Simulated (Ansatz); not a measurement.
GaN (P6_3mc) on a mismatched substrate

```
CELL_PARAMETERS angstrom
3.18257 0.00000 0.00000
-1.59129 2.75619 0.00000
0.00000 0.00000 5.18541
ATOMIC_POSITIONS crystal
Ga 0.33333 0.66667 0.99919
Ga 0.66667 0.33333 0.49919
N 0.33333 0.66667 0.37581
N 0.66667 0.33333 0.87581
```

This cell was relaxed by PAW under PBEsol. A film on a (0001) substrate is mimicked by stretching x and y by ε∥; the length along z and the atoms then relax by PAW (default files of Ansatz 0.2.0, cutoff 420 eV, stress met within about 0.05 GPa). Stress and levels come from PBEsol, all-electron LAPW in Ansatz 0.2.0, with spin-orbit coupling; k mesh 8×8×4, fixed occupations, basis error target 0.5 meV/atom. Conduction levels are in eV over the valence top, at fixed fractional wave vectors; spin-orbit pairs are averaged.

```tsv
ε∥ (%)	ε⊥ (%)	σ∥ (GPa, tension positive)	Γ	A ∥ z	L (oblique)	M ⊥ z	2nd valence level at Γ	3rd
-2.0	0.982	-9.15	1.948	4.437	4.222	5.170	-0.006	-0.259
-1.0	0.485	-4.40	1.927	4.328	4.267	5.059	-0.006	-0.146
-0.5	0.230	-2.15	1.911	4.272	4.286	5.001	-0.006	-0.094
0.0	0.000	0.04	1.888	4.214	4.299	4.942	-0.005	-0.048
0.5	-0.238	2.14	1.860	4.153	4.308	4.880	-0.003	-0.014
1.0	?	?	?	?	?	?	?	?
2.0	-0.979	7.93	1.658	3.868	4.214	4.582	-0.114	-0.121
```

The last two columns are counted from the highest valence level at Γ.

Task: How does the film contract along z, and how stiff is it in the plane?

Result: Quadratic fits through the 6 rows shown have slopes dε⊥/dε∥ = -0.489 and dσ∥/dε∥ = 427.1 GPa at zero strain. Elasticity asks −2C13/C33 = -0.485 and C11 + C12 − 2C13²/C33 = 426.8 GPa, from PAW constants C11 = 344.0, C12 = 127.9, C13 = 92.8, C33 = 382.3 GPa. At the level of the σ∥ column the films keep up to 0.05 GPa along z against the unstrained cell, and the constants are scalar-relativistic PAW values, so part of the difference is the change of level.

Task: Fill the row at ε∥ = 1.0 %.

Result: The fits give ε⊥ = -0.491 % and σ∥ = 4.14 GPa. Computed: ε⊥ (%) = -0.493, σ∥ (GPa, tension positive) = 4.14, Γ = 1.795, A ∥ z = 4.058, L (oblique) = 4.279, M ⊥ z = 4.780, 2nd valence level at Γ = -0.041, 3rd = -0.048. Another valence state can take the top inside this range (see the last two columns), which bends the levels.

Task: What is the slope of the gap under small compression and under small tension?

Result: dE_g/dε∥ is -45 meV per % on the compressed side and -56 on the stretched side, so the gap rises under compression and falls under tension. The lowest conduction level stays at Γ.

Known limits: the frozen-core PAW files of the relaxations were fitted under PBE, their cores solved anew for this functional; semilocal gaps are low, and the spacing of valleys can be off by tenths of an eV; levels are read at fixed fractional k, so an edge that moves off these points is missed.
